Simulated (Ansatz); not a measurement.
# SiNi3: the cost of one run

Method: DFT PBEsol, scalar-relativistic, plane waves, PAW, in Ansatz 0.2.0.

3 further runs of the same task are left out: 3 set aside as unsound or not needed.

### 1 The system as given

It takes space group Pm-3m (No. 221, cubic). The conventional cell has a = 3.461 Å, b = 3.461 Å, c = 3.461 Å, α = 90.00°, β = 90.00°, γ = 90.00°. Si (site symmetry m-3m) has 12 Ni at 2.45 Å as nearest neighbours. Ni (site symmetry 4/mmm) is surrounded by 4 Si at 2.45 Å and 8 Ni at 2.45 Å.

Structure file:

```cif
data_structure
_symmetry_space_group_name_H-M 'Pm-3m'
_symmetry_Int_Tables_number 221
_cell_length_a 3.4612
_cell_length_b 3.4612
_cell_length_c 3.4612
_cell_angle_alpha 90.000
_cell_angle_beta 90.000
_cell_angle_gamma 90.000
_cell_volume 41.47
loop_
_atom_site_label
_atom_site_type_symbol
_atom_site_symmetry_multiplicity
_atom_site_Wyckoff_symbol
_atom_site_fract_x
_atom_site_fract_y
_atom_site_fract_z
_atom_site_occupancy
Si1 Si 1 a 0.00000 0.00000 0.00000 1
Ni1 Ni 3 c 0.00000 0.50000 0.50000 1
```

This cell was relaxed beforehand with the same method: volume 10.37 Å³/atom, gap on the mesh none (metal).

The unstrained cell comes from an earlier run at this level (4 atoms, E(σ→0) -18038.5314 eV, gap none (metal)).

### 2 Strain -1.5 %

Input file input.yaml:

```yaml
crystal:
  lattice:
    - [3.4093270624, 0.0, 0.0]
    - [0.0, 3.4093270624, 0.0]
    - [0.0, 0.0, 3.4923969603]
  atoms:
    - { symbol: Si, position: [0.0, 0.0, 0.0] }
    - { symbol: Ni, position: [0.0, 0.5, 0.5] }
    - { symbol: Ni, position: [0.5, 0.0, 0.5] }
    - { symbol: Ni, position: [0.5, 0.5, 0.0] }
basis:
  ecutwfc: 420
kpoints:
  mp_grid: { grid: [16, 16, 16] }
hamiltonian:
  xc: pbesol
scf:
  occupations: { method: gaussian, width: 0.1 }
output:
  forces: true
  stress: true
  eigenvalues: true
  write_density: true
  write_potential: true
  elf: true
  volumetric_format: npy
relax:
  adjacent_minimum: "off"
  f_tol: 0.008
  max_steps: 40
  cell: { stress_tol: 0.015, fix: [a, b, gamma] }
```

Started as:

```
ansatz run input.yaml --threads 1 --pin off --max-ram 2560MiB --backend cpu --events-out ev --progress --plain --runs-dir out
```

**Question.** How long does this run take on 1 thread of Arm Neoverse V2, shared host, and how much memory does it need?

About 2.3 min, with a peak of 0.68 GiB.
